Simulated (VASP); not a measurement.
# MgO (P4/mmm) in VASP: notebook

Aim: see how the results for MgO move with the level of theory and the settings. Levels: HSE06, PBE. Tasks: single point.

Everything below comes from runs of VASP 6.6.1. Logs are shortened: lines on timing, memory, paths and dates and some standing lists are left out, and cuts for length are marked.

## Step 1: The cell of the first run

It takes space group P4/mmm (No. 123, tetragonal). The conventional cell has a = 2.623 Å, b = 2.623 Å, c = 2.752 Å, α = 90.00°, β = 90.00°, γ = 90.00°. Mg (site symmetry 4/mmm) has 8 O at 2.31 Å and 4 Mg at 2.62 Å as nearest neighbours. O (site symmetry 4/mmm) is surrounded by 8 Mg at 2.31 Å and 4 O at 2.62 Å.

The cell was built by a generator and needn't be a form met in nature.

## Step 2: Single point, HSE06 (uniaxial_x strain +4.9%)

The input, POSCAR:

```
MgO
1.0
    2.7516308250      0.0000000000      0.0000000000
    0.0000000000      2.6233490561      0.0000000000
    0.0000000000      0.0000000000      2.6233490561
Mg O
1 1
Direct
    0.0000000000      0.0000000000      0.0000000000
    0.5000000000      0.5000000000      0.5000000000
```

The input, INCAR.step1:

```
SYSTEM = MgO
PREC = Accurate
ENCUT = 520
EDIFF = 1E-5
ISMEAR = 0
SIGMA = 0.01
LREAL = .False.
LASPH = .True.
NELM = 80
ALGO = Normal
ISIF = 2
LWAVE = .True.
LCHARG = .False.
NBANDS = 11
GGA = PE
```

The input, INCAR.step2:

```
SYSTEM = MgO
PREC = Accurate
ENCUT = 520
EDIFF = 1E-6
ISMEAR = 0
SIGMA = 0.01
LREAL = .False.
LASPH = .True.
NELM = 80
ALGO = Normal
ISIF = 2
LWAVE = .False.
LCHARG = .False.
GGA = PE
LHFCALC = .True.
HFSCREEN = 0.2079
PRECFOCK = Normal
NBANDS = 11
ISTART = 1
```

The input, KPOINTS:

```
Automatic mesh
0
Gamma
  6 6 6
  0 0 0
```

Potentials or basis: VASP PAW PBE potentials, release 64 (Mg, O).

Run with:

```
cat potpaw_PBE.64/Mg/POTCAR potpaw_PBE.64/O/POTCAR > POTCAR
cp INCAR.step1 INCAR
mpirun -np 1 vasp_std > vasp.out
cp INCAR.step2 INCAR
mpirun -np 1 vasp_std > vasp.out
```

OUTCAR:

```text
SYSTEM = MgO
   PREC = Accurate
   ENCUT = 520
   EDIFF = 1E-6
   ISMEAR = 0
   LREAL = .False.
   LASPH = .True.
   NELM = 80
   ISIF = 2
   GGA = PE
   LHFCALC = .True.
   HFSCREEN = 0.2079
   PRECFOCK = Normal
   ISTART = 1

 ion  position               nearest neighbor table
   1  0.000  0.000  0.000-   2 2.31   2 2.31   2 2.31   2 2.31   2 2.31   2 2.31   2 2.31   2 2.31

   2  0.500  0.500  0.500-   1 2.31   1 2.31   1 2.31   1 2.31   1 2.31   1 2.31   1 2.31   1 2.31

  LATTYP: Found a simple tetragonal cell.
 ALAT       =     2.6233490561
 C/A-ratio  =     1.0489000000

  Lattice vectors:

 A1 = (   0.0000000000,   2.6233490561,   0.0000000000)
 A2 = (   0.0000000000,   0.0000000000,   2.6233490561)
 A3 = (   2.7516308250,   0.0000000000,   0.0000000000)

Analysis of symmetry for initial positions (statically):
=====================================================================
 Subroutine PRICEL returns:
 Original cell was already a primitive cell.

 Routine SETGRP: Setting up the symmetry group for a
 simple tetragonal supercell.

 Subroutine GETGRP returns: Found 16 space group operations
 (whereof 16 operations were pure point group operations)
 out of a pool of 16 trial point group operations.

The static configuration has the point symmetry D_4h.

Analysis of symmetry for dynamics (positions and initial velocities):
=====================================================================
 Subroutine PRICEL returns:
 Original cell was already a primitive cell.

 Routine SETGRP: Setting up the symmetry group for a
 simple tetragonal supercell.

 Subroutine GETGRP returns: Found 16 space group operations
 (whereof 16 operations were pure point group operations)
 out of a pool of 16 trial point group operations.

The dynamic configuration has the point symmetry D_4h.

 Subroutine INISYM returns: Found 16 space group operations
 (whereof 16 operations are pure point group operations),
 and found     1 'primitive' translations

----------------------------------------------------------------------------------------

                                     Primitive cell

  volume of cell :      18.9366

  direct lattice vectors                    reciprocal lattice vectors
     2.751630825  0.000000000  0.000000000     0.363420845  0.000000000  0.000000000
     0.000000000  2.623349056  0.000000000     0.000000000  0.381192125  0.000000000
     0.000000000  0.000000000  2.623349056     0.000000000  0.000000000  0.381192125

  length of vectors
     2.751630825  2.623349056  2.623349056     0.363420845  0.381192125  0.381192125

  position of ions in fractional coordinates (direct lattice)
     0.000000000  0.000000000  0.000000000
     0.500000000  0.500000000  0.500000000

  ion indices of the primitive-cell ions
   primitive index   ion index
                 1           1
                 2           2

----------------------------------------------------------------------------------------

 KPOINTS: Automatic mesh

Automatic generation of k-mesh.
 Grid dimensions read from file:
 generate k-points for:    6    6    6

 Generating k-lattice:

  Cartesian coordinates                     Fractional coordinates (reciprocal lattice)
     0.060570141  0.000000000  0.000000000     0.166666667  0.000000000  0.000000000
     0.000000000  0.063532021  0.000000000     0.000000000  0.166666667  0.000000000
     0.000000000  0.000000000  0.063532021     0.000000000  0.000000000  0.166666667

  Length of vectors
     0.060570141  0.063532021  0.063532021

  Shift w.r.t. Gamma in fractional coordinates (k-lattice)
     0.000000000  0.000000000  0.000000000

 Subroutine IBZKPT returns following result:
 ===========================================

 Found     40 irreducible k-points:

 Following reciprocal coordinates:
            Coordinates               Weight
  0.000000  0.000000  0.000000      1.000000
  0.166667  0.000000  0.000000      2.000000
  0.333333  0.000000  0.000000      2.000000
  0.500000  0.000000  0.000000      1.000000
  0.000000  0.166667  0.000000      4.000000
  0.166667  0.166667  0.000000      8.000000
[... 16 lines left out ...]
  0.333333  0.333333  0.166667     16.000000
  0.500000  0.333333  0.166667      8.000000
 [... further k-points ...]
   k-points           NKPTS =     40   k-points in BZ     NKDIM =    216   number of bands    NBANDS=     11
   number of dos      NEDOS =    301   number of ions     NIONS =      2
   total plane-waves  NPLWV =   8000
   dimension x,y,z NGX =    20 NGY =   20 NGZ =   20
   dimension x,y,z NGXF=    40 NGYF=   40 NGZF=   40
   ions per type =               1   1
   NGX,Y,Z   is equivalent  to a cutoff of  12.08, 12.67, 12.67 a.u.
   NGXF,Y,Z  is equivalent  to a cutoff of  24.17, 25.35, 25.35 a.u.
 SYSTEM =  MgO
   PREC   = accura    normal or accurate (medium, high low for compatibility)
   ISTART =      1    job   : 0-new  1-cont  2-samecut
   ICHARG =      0    charge: 1-file 2-atom 10-const
   ISPIN  =      1    spin polarized calculation?
   LNONCOLLINEAR =      F non collinear calculations
   LSORBIT =      F    spin-orbit coupling
   LASPH  =      T    aspherical Exc in radial PAW
   ENCUT  =  520.0 eV  38.22 Ry    6.18 a.u.   5.12  4.88  4.88*2*pi/ulx,y,z
   NELM   =     80;   NELMIN=  2; NELMDL=  0     # of ELM steps
   EDIFF  = 0.1E-05   stopping-criterion for ELM
   LREAL  =      F    real-space projection
   EDIFFG = 0.1E-04   stopping-criterion for IOM
   NSW    =      0    number of steps for IOM
   IBRION =     -1    ionic relax: 0-MD 1-quasi-New 2-CG
   NFREE  =      0    steps in history (QN), initial steepest desc. (CG)
   ISIF   =      2    stress and relaxation
   ISYM   =      3    0-nonsym 1-usesym 2-fastsym
   POTIM  = 0.5000    time-step for ionic-motion
   TEBEG  =    0.0;   TEEND  =   0.0 temperature during run
   PSTRESS=    0.0 pullay stress
   NELECT =       8.0000    total number of electrons
   NUPDOWN=      -1.0000    fix difference up-down
   EMIN   =  10.00;   EMAX   =-10.00  energy-range for DOS
   EFERMI =   0.00;   METHOD = LEGACY
   ISMEAR =     0;   SIGMA  =   0.01  broadening in eV -4-tet -1-fermi 0-gaus
   EFERMI_NEDOS =   21; number of points for ismear=-14 and -15
   IALGO  =     38    algorithm
   IMIX   =      1    mixing-type and parameters
     AMIX     =   0.40;   BMIX     =  1.00
     AMIX_MAG =   1.60;   BMIX_MAG =  1.00
  volume/ion in A,a.u.               =       9.47        63.90
  Fermi-wavevector in a.u.,A,eV,Ry     =   1.228393  2.321326 20.530507  1.508950
  Thomas-Fermi vector in A             =   2.363320
   LORBIT       =      0    0 simple, 1 ext, 2 COOP (PROOUT), +10 PAW based schemes
   GGA     = PE    functional components
   LHFCALC =     T    Hartree Fock is set to
   PRECFOCK=normal    Normal, Fast or Accurate (Low or Medium for compatibility)
   ENCUT4O =  -1.0   cutoff for four orbital integrals eV
   NKREDX  =     1    reduce k-point grid by
   NKREDY  =     1    reduce k-point grid by
   NKREDZ  =     1    reduce k-point grid by
   AEXX    =    0.2500 exact exchange contribution
   HFSCREEN=    0.2079 screening length (either q_TF or 0.3 A-1)
   HFSCREENC=   0.2079 screening length for correlation (either q_TF or 0.3 A-1)
   ENCUTFOCK=  -1.0 apply spherical cutoff to Coloumb kernel
   IVDW    =     0    specifies the selected vdW correction
   LEPSILON=     F    determine dielectric tensor
   LRPA    =     F    only Hartree local field effects (RPA)
 non-spin polarized calculation
 Gauss-broadening in eV      SIGMA  =   0.01
  energy-cutoff  :      520.00
  volume of cell :       18.94
 maximum number of plane-waves:       528
  NGX = 16; NGY = 16; NGZ = 16

 number of electron       8.0000001 magnetization

 Free energy of the ion-electron system (eV)
  ---------------------------------------------------
  ext. energy  EPLUGINS =         0.00000000
  ---------------------------------------------------
  free energy    TOTEN  =       -12.52125867 eV

  energy without entropy =      -12.52125867  energy(sigma->0) =      -12.52125867

 E-fermi :   3.8920     XC(G=0):  -9.1483

 val. band max:        3.7648219817   @ k =   0.5000   0.5000   0.0000
 cond. band min:       7.1778995992   @ k =   0.0000   0.0000   0.0000
 fundamental gap:      3.4130776175
 Fermi energy:         3.8919689720

 k-point     1 :       0.0000    0.0000    0.0000
  band No.  band energies     occupation
      1     -16.3271      2.00000
      2       2.1191      2.00000
      3       2.8031      2.00000
      4       2.8031      2.00000
      5       7.1779      0.00000
      6      15.3088      0.00000
      7      16.1037      0.00000
      8      24.6989      0.00000
      9      26.0016      0.00000
     10      26.0016      0.00000
     11      32.2083      0.00000

 k-point     2 :       0.1667    0.0000    0.0000
  band No.  band energies     occupation
      1     -16.0948      2.00000
      2       0.2615      2.00000
      3       2.8919      2.00000
      4       2.8919      2.00000
      5       8.7159      0.00000
      6      15.6857      0.00000
      7      16.6419      0.00000
      8      25.1900      0.00000
      9      25.3694      0.00000
     10      25.3694      0.00000
     11      30.5274      0.00000

 k-point     3 :       0.3333    0.0000    0.0000
  band No.  band energies     occupation
      1     -15.5754      2.00000
      2      -2.2315      2.00000
      3       3.0769      2.00000
      4       3.0769      2.00000
      5      10.9043      0.00000
      6      15.3570      0.00000
      7      18.1866      0.00000
      8      24.0728      0.00000
      9      24.0728      0.00000
     10      25.7065      0.00000
     11      27.9802      0.00000

 k-point     4 :       0.5000    0.0000    0.0000
  band No.  band energies     occupation
      1     -15.2801      2.00000
      2      -3.2643      2.00000
      3       3.1733      2.00000
      4       3.1733      2.00000
      5      12.3540      0.00000
      6      14.3297      0.00000
      7      19.7650      0.00000
      8      23.0308      0.00000
      9      23.4479      0.00000
     10      23.4479      0.00000
     11      29.7517      0.00000

 k-point     5 :       0.0000    0.1667    0.0000
  band No.  band energies     occupation
      1     -16.0500      2.00000
      2       0.8315      2.00000
      3       2.2531      2.00000
      4       2.9205      2.00000
      5       8.5005      0.00000
      6      15.9963      0.00000
      7      16.4594      0.00000
      8      24.1275      0.00000
      9      25.6546      0.00000
     10      26.6256      0.00000
     11      30.1790      0.00000
[... 211 lines left out ...]
 k-point    21 :       0.0000    0.3333    0.1667
  band No.  band energies     occupation
      1     -15.1919      2.00000
      2      -1.5409      2.00000
      3       1.6928      2.00000
      4       2.6887      2.00000
      5      11.3936      0.00000
      6      15.5210      0.00000
      7      17.3623      0.00000
      8      22.9989      0.00000
      9      23.5989      0.00000
     10      25.7787      0.00000
     11      26.9630      0.00000

 k-point    22 :       0.1667    0.3333    0.1667
  band No.  band energies     occupation
      1     -15.0105      2.00000
      2      -1.2722      2.00000
      3       1.3337      2.00000
      4       1.9524      2.00000
      5      12.1392      0.00000
      6      15.6511      0.00000
      7      16.5565      0.00000
      8      22.0613      0.00000
      9      23.5693      0.00000
     10      25.1767      0.00000
     11      28.4667      0.00000

 k-point    23 :       0.3333    0.3333    0.1667
  band No.  band energies     occupation
      1     -14.6144      2.00000
      2      -0.9132      2.00000
      3      -0.3282      2.00000
      4       2.2383      2.00000
      5      12.1507      0.00000
      6      15.1059      0.00000
      7      16.4958      0.00000
      8      21.5097      0.00000
      9      23.2750      0.00000
     10      24.9217      0.00000
     11      29.4838      0.00000

 k-point    24 :       0.5000    0.3333    0.1667
  band No.  band energies     occupation
      1     -14.3958      2.00000
      2      -1.5540      2.00000
      3      -0.1754      2.00000
      4       2.4169      2.00000
      5      11.4958      0.00000
      6      15.6149      0.00000
      7      15.9576      0.00000
      8      21.5736      0.00000
      9      23.4128      0.00000
     10      24.8119      0.00000
     11      28.3841      0.00000

 [... further k-points ...]
[... 5 lines left out ...]
  --------------------------------------------------------------------------------------
  -------------------------------------------------------------------------------------
  Total       -3.3116728      0.2959962      0.2959962     -0.0000000      0.0000000     -0.0000000
  in kB     -280.1919653     25.0434600     25.0434600     -0.0000000      0.0000000     -0.0000000
  external PRESSURE =     -76.7016818 kB  Pullay stress =       0.0000000 kB

 VOLUME and BASIS-vectors are now :
 -----------------------------------------------------------------------------
  energy-cutoff  :      520.00
  volume of cell :       18.94
      direct lattice vectors                 reciprocal lattice vectors
     2.751630825  0.000000000  0.000000000     0.363420845  0.000000000  0.000000000
     0.000000000  2.623349056  0.000000000     0.000000000  0.381192125  0.000000000
     0.000000000  0.000000000  2.623349056     0.000000000  0.000000000  0.381192125

 POSITION                                       TOTAL-FORCE (eV/Angst)
 -----------------------------------------------------------------------------------
      0.00000      0.00000      0.00000         0.000000      0.000000      0.000000
      1.37582      1.31167      1.31167         0.000000      0.000000      0.000000
 -----------------------------------------------------------------------------------
    total drift:                               -0.000453      0.000461     -0.000189

  FREE ENERGIE OF THE ION-ELECTRON SYSTEM (eV)
  ---------------------------------------------------
  free  energy   TOTEN  =       -12.5212586654 eV

  energy  without entropy=      -12.5212586654  energy(sigma->0) =      -12.52125867
```

It took 7 min on 1 thread of Intel Xeon 6975P-C (Granite Rapids), shared host; peak memory 0.24 GiB.

Results:

```
Free energy            : -12.5213 eV
Pressure               : -7.7 GPa
Band gap on the k mesh : 3.41 eV, indirect (least direct gap 4.37 eV)
```

Levels at points of the mesh, in eV from the valence-band top:
```csv
k point,band 2,band 3,band 4,band 5,band 6,band 7
"(0.00, 0.00, 0.00)",-1.65,-0.96,-0.96,3.41,11.54,12.34
"(0.50, 0.00, 0.00)",-7.03,-0.59,-0.59,8.59,10.56,16.00
"(0.00, 0.50, 0.00)",-6.78,-1.08,-0.47,7.96,10.96,16.12
"(0.50, 0.50, 0.00)",-5.14,-5.03,0.00,5.95,13.35,14.21
"(0.00, 0.50, 0.50)",-4.90,-4.90,-0.40,6.69,13.52,13.52
"(0.50, 0.50, 0.50)",-3.92,-3.92,-3.79,8.65,8.65,9.08
```

Caveat: the PAW data sets were made with another functional, which shifts forces and pressure a little.

## Step 3: Single point, PBE (uniaxial_x strain +4.9%)

The input, INCAR:

```
SYSTEM = MgO
PREC     = Accurate       ! precision mode
ENCUT    = 520            ! plane-wave cutoff, eV
EDIFF    = 1E-6           ! SCF threshold, eV
ISMEAR   = -1             ! smearing method
SIGMA    = 0.02           ! smearing width, eV
LREAL    = .FALSE.        ! projectors in reciprocal space
LASPH    = .TRUE.         ! aspherical terms in the spheres
NELM     = 100            ! most SCF steps
ALGO     = Normal         ! electronic algorithm
ISIF     = 2              ! what is computed and relaxed
LWAVE    = .FALSE.        ! write WAVECAR
LCHARG   = .TRUE.         ! write CHGCAR
GGA      = PE             ! functional
LELF     = .TRUE.         ! ELF
LVHAR    = .TRUE.       
NBANDS   = 11             ! bands
```

The input, KPOINTS:

```
Automatic mesh
0
G
  10 10 10
  0 0 0
```

POSCAR is that of step 2.

Potentials or basis: VASP PAW PBE potentials, release 64 (Mg, O).

Run with:

```
cat potpaw_PBE.64/Mg/POTCAR potpaw_PBE.64/O/POTCAR > POTCAR
mpirun -np 1 vasp_std > vasp.out
```

Wall time 14 s (1 thread of Intel Xeon 6975P-C (Granite Rapids), shared host); peak memory 0.14 GiB.

The run converged. Its results:

| Property | Result |
| --- | --- |
| Free energy | -10.3449 eV |
| Pressure | -1.2 GPa |
| Band gap on the k mesh | 1.94 eV, indirect (least direct gap 2.83 eV) |

Stress tensor (GPa, compression positive):
```
-20.80   0.00   0.00
  0.00   8.54   0.00
  0.00   0.00   8.54
```

Levels at points of the mesh, in eV from the valence-band top:
| k point | band 1 | band 2 | band 3 | band 4 | band 5 | band 6 | band 7 | band 8 | band 9 |
| --- | --- | --- | --- | --- | --- | --- | --- | --- | --- |
| (0.00, 0.00, 0.00) | -18.44 | -1.59 | -0.89 | -0.89 | 1.94 | 9.87 | 10.63 | 18.66 | 19.97 |
| (0.50, 0.00, 0.00) | -17.44 | -6.63 | -0.55 | -0.55 | 6.90 | 8.53 | 14.14 | 17.42 | 17.73 |
| (0.00, 0.50, 0.00) | -17.22 | -6.36 | -1.07 | -0.43 | 6.30 | 8.96 | 14.25 | 16.37 | 17.01 |
| (0.50, 0.50, 0.00) | -16.54 | -4.78 | -4.73 | 0.00 | 4.40 | 11.24 | 12.10 | 13.30 | 19.12 |
| (0.00, 0.50, 0.50) | -16.35 | -4.55 | -4.55 | -0.45 | 5.12 | 11.45 | 11.45 | 12.05 | 17.95 |
| (0.50, 0.50, 0.50) | -15.70 | -3.63 | -3.63 | -3.56 | 7.02 | 7.02 | 7.45 | 15.46 | 17.26 |

## Step 4: Single point, PBE (hydrostatic strain +1.2%)

The input, INCAR:

```
PREC = Accurate ; ENCUT = 520
EDIFF = 1E-6 ; ISMEAR = -1
SIGMA = 0.02 ; LREAL = False
LASPH = True ; NELM = 80
ALGO = Normal ; ISIF = 2
LWAVE = False ; LCHARG = False
GGA = PE ; NBANDS = 11
```

The input, KPOINTS:

```
Automatic mesh
0
Gamma
  10 10 10
```

The input, POSCAR:

```
MgO
1.0
    2.6556162495      0.0000000000      0.0000000000
    0.0000000000      2.6556162495      0.0000000000
    0.0000000000      0.0000000000      2.6556162495
Mg O
1 1
Direct
    0.0000000000      0.0000000000      0.0000000000
    0.5000000000      0.5000000000      0.5000000000
```

Run with:

```
cat potpaw_PBE.64/Mg/POTCAR potpaw_PBE.64/O/POTCAR > POTCAR
mpirun -np 1 vasp_std > vasp.out
```

It took 6.6 s on 1 thread of Intel Xeon 6975P-C (Granite Rapids), shared host; peak memory 0.13 GiB.

It converged, with:

```
Free energy            : -10.4010 eV
Pressure               : -0.1 GPa
Band gap on the k mesh : 2.29 eV, indirect (least direct gap 3.27 eV)
```

Levels at points of the mesh, in eV from the valence-band top:
```tsv
k point	band 1	band 2	band 3	band 4	band 5	band 6	band 7	band 8
(0.00, 0.00, 0.00)	-18.34	-0.98	-0.98	-0.98	2.29	10.40	10.40	19.89
(0.50, 0.00, 0.00)	-17.18	-6.35	-0.54	-0.54	6.80	9.16	14.41	17.30
(0.50, 0.50, 0.00)	-16.35	-4.58	-4.58	0.00	4.85	11.91	11.91	13.14
(0.50, 0.50, 0.50)	-15.56	-3.50	-3.50	-3.50	7.38	7.38	7.38	15.84
```

A k mesh can miss the band edges.

## Step 5: Overview

```tsv
level	cell	k mesh	smearing	exchange at q = 0	grid for exact exchange (PRECFOCK)	screening parameter	gap on the mesh (eV)	pressure (GPa)
HSE06	uniaxial_x strain +4.9%	6 × 6 × 6	gaussian 0.01 eV	truncated	Normal	0.2079 1/A	3.41	-7.7
PBE	uniaxial_x strain +4.9%	10 × 10 × 10	fermi-dirac 0.02 eV	-	-	-	1.94	-1.2
PBE	hydrostatic strain +1.2%	10 × 10 × 10	fermi-dirac 0.02 eV	-	-	-	2.29	-0.1
```

Alike in all rows: task single point; potentials or basis VASP PAW PBE potentials, release 64 (Mg, O); no spin polarisation; cutoff (eV) 520.

Caveats: the PAW data sets were made with another functional, which shifts forces and pressure a little (some runs).

Total energies depend on the potentials used, so only differences within one code and one set of settings carry meaning.
